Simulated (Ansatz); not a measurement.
# ZrO2 (Fm-3m): relaxations under a series of pressures in Python

The task is relaxations under a series of pressures, for ZrO2 (Fm-3m).

The COD entry's cell or inner coordinates are ideal or old and differ from later refinements, so a difference from it is no clean test against experiment.

Computed with the Python package of Ansatz 0.2.0. Level of theory: DFT PBE, plane waves, PAW.

## Step 1: The system

It takes space group Fm-3m (No. 225, cubic). The conventional cell has a = 5.070 Å, b = 5.070 Å, c = 5.070 Å, α = 90.00°, β = 90.00°, γ = 90.00°. Zr (site symmetry m-3m) has 8 O at 2.20 Å as nearest neighbours. O (site symmetry -43m) is surrounded by 4 Zr at 2.20 Å.

The script holds or builds the structure itself.

## Step 2: The code

File compress_zro2.py:

```python
'''Volume and enthalpy of ZrO2 against pressure.'''

import ansatz as az
import numpy as np

def edges_and_angles(cell):
    cell = np.asarray(cell)
    a, b, c = np.linalg.norm(cell, axis=1)
    cosines = cell[1] @ cell[2] / (b * c), cell[0] @ cell[2] / (a * c), cell[0] @ cell[1] / (a * b)
    return (a, b, c, *np.degrees(np.arccos(cosines)))


def main() -> None:
    zro2 = (
        az.Lattice.from_parameters(3.585031, 3.585031, 3.585031, alpha=60.0, beta=60.0, gamma=60.0)
        .atom('Zr', (0.0, 0.0, 0.0))
        .atom('O', (0.25, 0.25, 0.25))
        .atom('O', (0.75, 0.75, 0.75))
    )

    calculation = zro2.calculation().occupations('fixed').kpoints(8, 8, 8)

    # H = F + PV, with 1 GPa A^3 = 1/160.21766 eV
    rows = []
    for pressure in [0, 10, 20, 30, 40]:
        outcome = calculation.relax(cell=True, pressure=pressure, force_tolerance=0.05, max_steps=100).run(threads=1)
        cell = outcome.lattice.cell_ang
        n_atoms = len(outcome.lattice.sites)
        volume = abs(np.linalg.det(cell)) / n_atoms
        enthalpy = outcome.report['free_energy_ev'] / n_atoms + pressure * volume / 160.21766
        rows.append((pressure, volume, enthalpy, *edges_and_angles(cell)))
        print(f'{pressure} GPa done: {volume:.4f} A^3/atom')

    print(' P (GPa)  V (A^3/atom)  H (eV/atom)     a       b       c')
    for row in rows:
        print('{:8.1f} {:12.4f} {:14.5f} {:7.4f} {:7.4f} {:7.4f}'.format(*row[:6]))
    p, v = np.array([row[0] for row in rows], float), np.array([row[1] for row in rows])
    print('mean bulk modulus between rows (GPa):', np.round(-np.diff(p) / np.diff(np.log(v)), 1))


if __name__ == '__main__':
    main()
```

## Step 3: The calls as engine input

The engine receives this input (first run):

```yaml
crystal:
  lattice:
    a: 3.585031
    b: 3.585031
    c: 3.585031
    alpha: 60.0
    beta: 60.0
    gamma: 60.0
  atoms:
    - { symbol: Zr, position: [0.0, 0.0, 0.0] }
    - { symbol: O, position: [0.25, 0.25, 0.25] }
    - { symbol: O, position: [0.75, 0.75, 0.75] }
kpoints:
  mp_grid:
    grid: [8, 8, 8]
scf:
  occupations:
    method: fixed
relax:
  f_tol: 0.05
  max_steps: 100
  cell:
    p_target: 0.0
```

## Step 4: The run

Run with:

```sh
$ python compress_zro2.py
```

Standard output:

```text
DeckWarning: basis.ecutwfc = 420 eV, auto-derived from the records' recommended cutoffs: set by Zr (normal level)
0 GPa done: 11.1573 A^3/atom
10 GPa done: 10.7313 A^3/atom
20 GPa done: 10.3763 A^3/atom
30 GPa done: 10.0723 A^3/atom
40 GPa done: 9.8064 A^3/atom
 P (GPa)  V (A^3/atom)  H (eV/atom)     a       b       c
     0.0      11.1573    -1774.60679  3.6174  3.6174  3.6174
    10.0      10.7313    -1773.92411  3.5708  3.5708  3.5708
    20.0      10.3763    -1773.26572  3.5310  3.5310  3.5310
    30.0      10.0723    -1772.62777  3.4961  3.4961  3.4961
    40.0       9.8064    -1772.00758  3.4651  3.4651  3.4651
mean bulk modulus between rows (GPa): [256.9 297.3 336.3 373.8]
```

(Warnings from the package without file and line.)

Run time: 28 s. Hardware: 1 thread of Arm Neoverse V1, shared host; peak memory 0.38 GiB.

## Step 5: What each run gave

From the records of these 5 runs:

```csv
run,pressure asked (GPa),energy from run 1 (meV/atom),final volume (Å³/atom),pressure (GPa),gap on the mesh (eV),SCF cycles in all,CPU time (s)
1,0,0.00,11.16,0.01,3.32,30,4.8
2,10,12.89,10.73,10.00,3.43,29,4.6
3,20,45.79,10.38,20.00,3.52,35,5.4
4,30,93.03,10.07,29.99,3.59,40,6.1
5,40,150.94,9.81,40.00,3.66,41,6.3
```

## Step 6: How the relaxation of run 1 went

Step by step:

| step | E - E(step 1) (eV/cell) | largest force component (eV/Å) | pressure (GPa) | volume (Å³) |
| --- | --- | --- | --- | --- |
| 1 | 0.0000 | 0.0000 | 6.76 | 32.58 |
| 2 | -0.0128 | 0.0000 | -1.08 | 33.59 |
| 3 | -0.0140 | 0.0000 | -0.04 | 33.45 |
| 4 | -0.0184 | 0.0000 | 0.19 | 33.45 |
| 5 | -0.0183 | 0.0000 | 0.00 | 33.47 |
| 6 | -0.0187 | 0.0000 | 0.01 | 33.47 |

Step 1 is the start. Steps 4, 6 each repeat the geometry before them on a plane-wave basis chosen anew, so the energy can jump there without any move.

Lengths and angles in the start's conventional setting:

«Before» is this run's own start.

|  | before | after | change |
| --- | --- | --- | --- |
| a (Å) | 5.070 | 5.116 | +0.9 % |
| b (Å) | 5.070 | 5.116 | +0.9 % |
| c (Å) | 5.070 | 5.116 | +0.9 % |
| volume (Å³/atom) | 10.86 | 11.16 | +2.7 % |
| shortest distance (Å) | 2.195 | 2.215 | +0.9 % |
| space group (0.01 Å) | Fm-3m | Fm-3m | same |

Forces and stress were held to the start's 48 operations: a distortion of lower symmetry was not tested.

## Step 7: How the relaxation of run 5 went

Relaxation path:

```
step  energy from step 1 (eV/cell)  largest force component (eV/Å)  pressure (GPa)  volume (Å³)
   1                        0.0000                          0.0000            6.76        32.58
   2                        0.8403                          0.0000           60.73        28.08
   3                        0.3703                          0.0000           37.50        29.65
   4                        0.4124                          0.0000           39.85        29.47
   5                        0.4153                          0.0000           40.00        29.46
   6                        0.4238                          0.0000           39.44        29.46
   7                        0.4339                          0.0000           40.01        29.42
   8                        0.4341                          0.0000           40.00        29.42
```

Step 1 is the start. Steps 6, 8 each repeat the geometry before them on a plane-wave basis chosen anew, so the energy can jump there without any move.

Lengths and angles in the start's conventional setting:

«Before» is this run's own start.

|  | before | after | change |
| --- | --- | --- | --- |
| a (Å) | 5.070 | 4.900 | -3.3 % |
| b (Å) | 5.070 | 4.900 | -3.3 % |
| c (Å) | 5.070 | 4.900 | -3.3 % |
| volume (Å³/atom) | 10.86 | 9.81 | -9.7 % |
| shortest distance (Å) | 2.195 | 2.122 | -3.3 % |
| space group (0.01 Å) | Fm-3m | Fm-3m | same |

The run keeps the 48 symmetry operations of the start, so it could not have lowered the symmetry.

Under a set pressure the enthalpy E + pV is minimised, so E itself may rise.

## Step 8: What came out

```
                                   quantity               value
bulk modulus between neighbouring pressures  256.9 to 373.8 GPa
                              runs compared                   5
                            range of energy     150.94 meV/atom
```

**Reading.** The crystal stiffens as it is compressed. The volume falls from 11.16 Å³ an atom at 0 GPa to 9.81 at 40 GPa, by 12.1 %. Between 0 and 10 GPa, -V dP/dV is about 257 GPa, a mean over that step. In run 1, the volume grew by 2.7 % over 3 moves, and the space group stayed Fm-3m. In run 5, the volume shrank by 9.7 % over 5 moves under the 40 GPa asked, and the space group stayed Fm-3m. Notes:
- No spin polarisation was allowed.
- At a fixed pressure a relaxation lowers the enthalpy F + PV, while F alone can rise.
- Of the deposited cell: the entry's cell lengths or inner coordinates differ somewhat from later room-temperature determinations.
- No functional is typed, so the default, PBE, holds.
- Symmetry holds the cell in this phase, so another phase that may be stable under pressure is not reached.
